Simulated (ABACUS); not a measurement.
# HfO2 (Fm-3m) in ABACUS: notebook

One crystal, HfO2, is run at these levels: PBE; tasks: single point.

Program: ABACUS 3.10.1. These are calculated values, not measurements. Logs are shortened: lines on timing, memory, paths and dates and some standing lists are left out, and cuts for length are marked.

**1. The structure**

It takes space group Fm-3m (No. 225, cubic). The conventional cell has a = 5.115 Å, b = 5.115 Å, c = 5.115 Å, α = 90.00°, β = 90.00°, γ = 90.00°. Hf (site symmetry m-3m) is surrounded by 8 O at 2.21 Å. O (site symmetry -43m) is surrounded by 4 Hf at 2.21 Å.

Measurements of this composition are mostly on another form, of space group No. 14.

**2. Single point, PBE**

File INPUT:

```
INPUT_PARAMETERS
suffix              HfO2
calculation         scf
basis_type          lcao
pseudo_dir          ./
orbital_dir         ./
symmetry            1
dft_functional      pbe
ecutwfc             100
pseudo_rcut         10
nspin               1
nbands              16
ks_solver           genelpa
smearing_method     fd
smearing_sigma      0.00367493
scf_thr             1e-07
scf_nmax            100
mixing_type         broyden
mixing_beta         0.7
cal_force           1
cal_stress          1
out_mul             1
out_chg             1
out_pot             2
out_elf             1
```

File STRU:

```
ATOMIC_SPECIES
Hf 178.4900 Hf.upf
O 15.9990 O.upf

NUMERICAL_ORBITAL
Hf_confined-atom_8au_3s2p2d1f.orb
O_confined-atom_6au_2s2p1d.orb

LATTICE_CONSTANT
1.8897261246

LATTICE_VECTORS
0.0000000000 2.5575000000 2.5575000000
2.5575000000 0.0000000000 2.5575000000
2.5575000000 2.5575000000 0.0000000000

ATOMIC_POSITIONS
Direct

Hf
0.0
1
0.0000000000 0.0000000000 0.0000000000 1 1 1

O
0.0
2
0.7500000000 0.7500000000 0.7500000000 1 1 1
0.2500000000 0.2500000000 0.2500000000 1 1 1
```

File KPT:

```
K_POINTS
0
Gamma
9 9 9 0 0 0
```

Potentials or basis: PseudoDojo NC SR 0.4.1 PBE standard, DZP LCAO (the cutoffs set its grid).

On the command line:

```
$ OMP_NUM_THREADS=1 mpirun -np 4 abacus > log
```

running log:

```text
ABACUS v3.10.1

               Atomic-orbital Based Ab-initio Computation at UStc

 ------------------------------------------------------------------------------------

 READING GENERAL INFORMATION
                           global_out_dir = OUT.HfO2/
                           global_in_card = INPUT
                               pseudo_dir = ./
                              orbital_dir = ./
                                    DSIZE = 4
                                    GSIZE = 1

 READING UNITCELL INFORMATION
                                    ntype = 2
                  lattice constant (Bohr) = 1.88973
              lattice constant (Angstrom) = 1

 READING ATOM TYPE 1
                               atom label = Hf
                      L=0, number of zeta = 3
                      L=1, number of zeta = 2
                      L=2, number of zeta = 2
                      L=3, number of zeta = 1
             number of atom for this type = 1

 READING ATOM TYPE 2
                               atom label = O
                      L=0, number of zeta = 2
                      L=1, number of zeta = 2
                      L=2, number of zeta = 1
             number of atom for this type = 2

                        TOTAL ATOM NUMBER = 3
DIRECT COORDINATES
    atom                   x                   y                   z     mag                  vx                  vy                  vz
taud_Hf1            0.0000000000        0.0000000000        0.0000000000  0.0000        0.0000000000        0.0000000000        0.0000000000
taud_O1            0.7500000000        0.7500000000        0.7500000000  0.0000        0.0000000000        0.0000000000        0.0000000000
taud_O2            0.2500000000        0.2500000000        0.2500000000  0.0000        0.0000000000        0.0000000000        0.0000000000

                          Volume (Bohr^3) = 225.774
                             Volume (A^3) = 33.4562

 Lattice vectors: (Cartesian coordinate: in unit of a_0)
                   +0             +2.5575             +2.5575
              +2.5575                  +0             +2.5575
              +2.5575             +2.5575                  +0
 Reciprocal vectors: (Cartesian coordinate: in unit of 2 pi/a_0)
            -0.195503           +0.195503           +0.195503
            +0.195503           -0.195503           +0.195503
            +0.195503           +0.195503           -0.195503
 The esolver type has been set to : ksdft_lcao

                PAO radial cut off (Bohr) = 10

 Read in pseudopotential file is Hf.upf
                     pseudopotential type = NC
          exchange-correlation functional = PBE
                 nonlocal core correction = 1
                        valence electrons = 12
                                     lmax = 3
                           number of zeta = 4
                     number of projectors = 8
                           L of projector = 0
                           L of projector = 0
                           L of projector = 1
                           L of projector = 1
[... 199 lines left out ...]

 SETUP EXTENDED REAL SPACE GRID FOR GRID INTEGRATION
                          real space grid = [ 45, 45, 45 ]
                 big cell numbers in grid = [ 15, 15, 15 ]
             meshcell numbers in big cell = [ 3, 3, 3 ]
                        extended fft grid = [ 22, 22, 22 ]
                dimension of extened grid = [ 60, 60, 60 ]
                            UnitCellTotal = 125
              Atom number in sub-FFT-grid = 3
    Local orbitals number in sub-FFT-grid = 52
                                ParaV.nnr = 53832
                                 init_chg = atomic

 LCAO ALGORITHM --------------- ION=   1  ELEC=   1--------------------------------

 Density error is 0.158882931517
----------------------------------------------------------
     Energy           Rydberg                 eV
----------------------------------------------------------
 E_KohnSham     -178.9544385827      -2434.8000471159
 E_Harris       -175.8808588798      -2392.9818498994
 E_Fermi        0.9802828277         13.3374321077
----------------------------------------------------------
[... 91 lines left out ...]
 Density error is 7.88628272778e-08
----------------------------------------------------------
     Energy           Rydberg                 eV
----------------------------------------------------------
 E_KohnSham     -179.3890297920      -2440.7129638633
 E_KS(sigma->0) -179.3890297920      -2440.7129638633
 E_Harris       -179.3890331568      -2440.7130096435
 E_band         -8.6458072017        -117.6322417520
 E_one_elec     -27.5798143005       -375.2426242680
 E_Hartree      28.0336799878        381.4177837422
 E_xc           -45.3761692464       -617.3744551639
 E_Ewald        -134.4667262329      -1829.5136681736
 E_entropy(-TS) -0.0000000000        -0.0000000000
 E_descf        0.0000000000         0.0000000000
 E_exx          0.0000000000         0.0000000000
 E_Fermi        0.9660792978         13.1441831693
----------------------------------------------------------

 charge density convergence is achieved
 final etot is -2440.7129639 eV
 EFERMI = 13.144183169 eV
The vacuum level is 14.541360974 eV

 STATE ENERGY(eV) AND OCCUPATIONS    NSPIN == 1
 1/35 kpoint (Cartesian) = 0.0000 0.0000 0.0000 (959 pws)
       1       -49.4507     0.00274348
       2       -17.8953     0.00274348
       3       -17.8953     0.00274348
       4       -17.8953     0.00274348
       5       -6.55938     0.00274348
       6       -3.62609     0.00274348
[... 8 lines left out ...]
      15        17.8458    3.98633e-44
      16        22.0006    3.25457e-80
[... 76 lines left out ...]
       3       -17.9081      0.0164609
       4       -17.9081      0.0164609
       5       -6.35114      0.0164609
       6       -3.80414      0.0164609
[... 8 lines left out ...]
      15        18.5249    3.02375e-49
      16        21.5151    3.21700e-75

[... levels at 29 further k points ...]

 correction force for each atom along direction 1 is -4.59991e-15
 correction force for each atom along direction 2 is 1.51615e-15
 correction force for each atom along direction 3 is -1.48258e-14
------------------------------------------------------------------------------------------
 TOTAL-FORCE (eV/Angstrom)
------------------------------------------------------------------------------------------
                       Hf1         0.0000000000         0.0000000000         0.0000000000
                        O1         0.0000000000         0.0000000000         0.0000000000
                        O2         0.0000000000         0.0000000000         0.0000000000
------------------------------------------------------------------------------------------

----------------------------------------------------------------
 TOTAL-STRESS (KBAR)
----------------------------------------------------------------
       -32.9254873368         0.0000000000         0.0000000000
         0.0000000000       -32.9254873368        -0.0000000000
        -0.0000000000        -0.0000000000       -32.9254873368
----------------------------------------------------------------
 TOTAL-PRESSURE: -32.925487 KBAR

 --------------------------------------------
 !FINAL_ETOT_IS -2440.7129638632509341 eV
 --------------------------------------------
```

stdout:

```text
ABACUS v3.10.1

               Atomic-orbital Based Ab-initio Computation at UStc

%%%%%%%%%%%%%%%%%%%%%%%%%%%%%%%%%%%%%%%%%%%%%%%%%%%%%%%%%%%%%%%%%%%%%%%%%%%%%%%%%%%%%%%%%%%%%%%%%%%%%%%%%
 Warning: the number of valence electrons in pseudopotential > 4 for Hf: [Xe] 4f14 5d2 6s2
[... 36 lines left out ...]
 TOTAL-STRESS (KBAR)
----------------------------------------------------------------
       -32.9254873368         0.0000000000         0.0000000000
         0.0000000000       -32.9254873368        -0.0000000000
        -0.0000000000        -0.0000000000       -32.9254873368
----------------------------------------------------------------
 TOTAL-PRESSURE: -32.925487 KBAR
```

mulliken.txt:

```text
 0
CALCULATE THE MULLIkEN ANALYSIS FOR EACH ATOM
 Total charge:	24
Decomposed Mulliken populations
0                             Zeta of Hf              Spin 1
[... 28 lines left out ...]

fz^3                                   0              0.0727
fxz^2                                  0              0.0626
fyz^2                                  0              0.0632
fzx^2-zy^2                             0              0.0428
fxyz                                   0              0.1766
fx^3-3*xy^2                            0              0.0521
f3yx^2-y^3                             0              0.0588
SUM OVER M                                            0.5287
SUM OVER M+Zeta                                       0.5287

SUM OVER M+Zeta+L                                    10.8488

Total Charge on atom:                 Hf             10.8488
[... 53 lines left out ...]
SUM OVER M+Zeta+L                                     6.5756

Total Charge on atom:                  O              6.5756
```

Run time: 10 s. Hardware: 4 MPI ranks of AMD EPYC 7B13 (Zen 3), shared host; peak memory 0.44 GiB.

What came out:

- Free energy: -2440.7130 eV
- Pressure: -3.3 GPa
- Band gap on the k mesh: 3.84 eV, indirect (least direct gap 3.95 eV)
- Mulliken charges: Hf +1.15; O -0.58 e

Levels at points of the mesh, in eV from the valence-band top:
| k point | band 10 | band 11 | band 12 | band 13 | band 14 | band 15 |
| --- | --- | --- | --- | --- | --- | --- |
| (0.00, 0.00, 0.00) | -0.54 | -0.54 | -0.54 | 3.86 | 3.86 | 5.94 |

Caveat: the atomic orbitals were generated for these runs and aren't a published set; Mulliken charges move with the basis; spin-orbit coupling is left out, which moves the levels of the heavy elements; an odd mesh through Γ misses points on the zone boundary, where band edges often lie; the basis of atomic orbitals isn't converged, which shifts pressures, moduli and gaps.

**3. Single point, PBE (atoms moved at random, drawn with an rms of 0.05 Å)**

INPUT, as its differences from that of step 2:

```diff
@@ -22,4 +22 @@
 out_mul             1
-out_chg             1
-out_pot             2
-out_elf             1
```

STRU, as its differences from that of step 2:

```diff
@@ -22,3 +22,3 @@
 1
-0.0000000000 0.0000000000 0.0000000000 1 1 1
+0.0090260000 0.0007760000 -0.0152430000 1 1 1
 
@@ -27,3 +27,3 @@
 2
-0.7500000000 0.7500000000 0.7500000000 1 1 1
-0.2500000000 0.2500000000 0.2500000000 1 1 1
+0.7464370000 0.7487370000 0.7572420000 1 1 1
+0.2510910000 0.2400870000 0.2500430000 1 1 1
```

KPT is that of step 2.

Potentials or basis: PseudoDojo NC SR 0.4.1 PBE standard, DZP LCAO (the cutoffs set its grid).

On the command line:

```
$ OMP_NUM_THREADS=1 mpirun -np 4 abacus > log
```

It took 21 s on 4 MPI ranks of AMD EPYC 7B13 (Zen 3), shared host; peak memory 0.56 GiB.

Results (log left out):

```
Free energy            : -2440.6976 eV
Pressure               : -2.9 GPa
Largest force          : 0.436 eV/Å
Band gap on the k mesh : 3.84 eV, indirect (least direct gap 3.95 eV)
Mulliken charges       : Hf +1.15; O -0.58 e
```

Forces on the atoms (eV/Å):
```
Hf   0.155  0.080 -0.185
O   -0.429 -0.076 -0.016
O    0.274 -0.004  0.201
```

Stress tensor (GPa, compression positive):
```
-2.79  0.41 -0.03
 0.41 -2.94  1.04
-0.03  1.04 -2.93
```

Levels at points of the mesh, in eV from the valence-band top:
```tsv
k point	band 8	band 9	band 10	band 11	band 12	band 13	band 14	band 15	band 16
(0.00, 0.00, 0.00)	-5.16	-5.11	-0.59	-0.56	-0.56	3.87	3.89	5.91	9.93
```

Caveat: the atomic orbitals were generated for these runs and aren't a published set; Mulliken charges move with the basis; spin-orbit coupling is left out, which moves the levels of the heavy elements; an odd mesh through Γ misses points on the zone boundary, where band edges often lie; the basis of atomic orbitals isn't converged, which shifts pressures, moduli and gaps.

**4. Single point, PBE**

INPUT is that of step 3.

File STRU:

```
ATOMIC_SPECIES
Hf 178.4900 Hf.upf
O 15.9990 O.upf

NUMERICAL_ORBITAL
Hf_confined-atom_8au_4s3p3d1f.orb
O_confined-atom_6au_3s3p2d1f.orb

LATTICE_CONSTANT
1.8897261246

LATTICE_VECTORS
0.0000000000 2.5575000000 2.5575000000
2.5575000000 0.0000000000 2.5575000000
2.5575000000 2.5575000000 0.0000000000

ATOMIC_POSITIONS
Direct

Hf
0.0
1
0.0000000000 0.0000000000 0.0000000000 1 1 1

O
0.0
2
0.7500000000 0.7500000000 0.7500000000 1 1 1
0.2500000000 0.2500000000 0.2500000000 1 1 1
```

KPT is that of step 3.

Potentials or basis: PseudoDojo NC SR 0.4.1 PBE standard, TZDP LCAO (the cutoffs set its grid).

On the command line:

```
$ OMP_NUM_THREADS=1 mpirun -np 4 abacus > log
```

Wall time 18 s (4 MPI ranks of AMD EPYC 7B13 (Zen 3), shared host); peak memory 0.6 GiB.

Results (log left out):

```yaml
Free_energy: -2440.8854 eV
Pressure: -3.7 GPa
Band_gap_on_the_k_mesh: 3.85 eV, indirect (least direct gap 3.97 eV)
Mulliken_charges: Hf +2.32; O -1.16 e
```

Levels at points of the mesh, in eV from the valence-band top:
```
           k point  band 8  band 9  band 10  band 11  band 12  band 13  band 14  band 15  band 16
(0.00, 0.00, 0.00)   -5.14   -5.14    -0.55    -0.55    -0.55     3.89     3.89     5.73    10.14
```

Caveat: the atomic orbitals were generated for these runs and aren't a published set; Mulliken charges move with the basis; spin-orbit coupling is left out, which moves the levels of the heavy elements; an odd mesh through Γ misses points on the zone boundary, where band edges often lie; the basis of atomic orbitals isn't converged, which shifts pressures, moduli and gaps.

**5. Summary**

```csv
potentials or basis,cell,gap on the mesh (eV),pressure (GPa)
"PseudoDojo NC SR 0.4.1 PBE standard, DZP LCAO (the cutoffs set its grid)",as given,3.84,-3.3
"PseudoDojo NC SR 0.4.1 PBE standard, DZP LCAO (the cutoffs set its grid)","atoms moved at random, drawn with an rms of 0.05 Å",3.84,-2.9
"PseudoDojo NC SR 0.4.1 PBE standard, TZDP LCAO (the cutoffs set its grid)",as given,3.85,-3.7
```

Alike in all rows: task single point; level PBE; no spin polarisation; k mesh 9 × 9 × 9; cutoff (eV) 1361; smearing fermi-dirac 0.05 eV.

Caveats: the atomic orbitals were generated for these runs and aren't a published set; spin-orbit coupling is left out, which moves the levels of the heavy elements; an odd mesh through Γ misses points on the zone boundary, where band edges often lie; the basis of atomic orbitals isn't converged, which shifts pressures, moduli and gaps.

Total energies depend on the potentials used, so only differences within one code and one set of settings carry meaning.
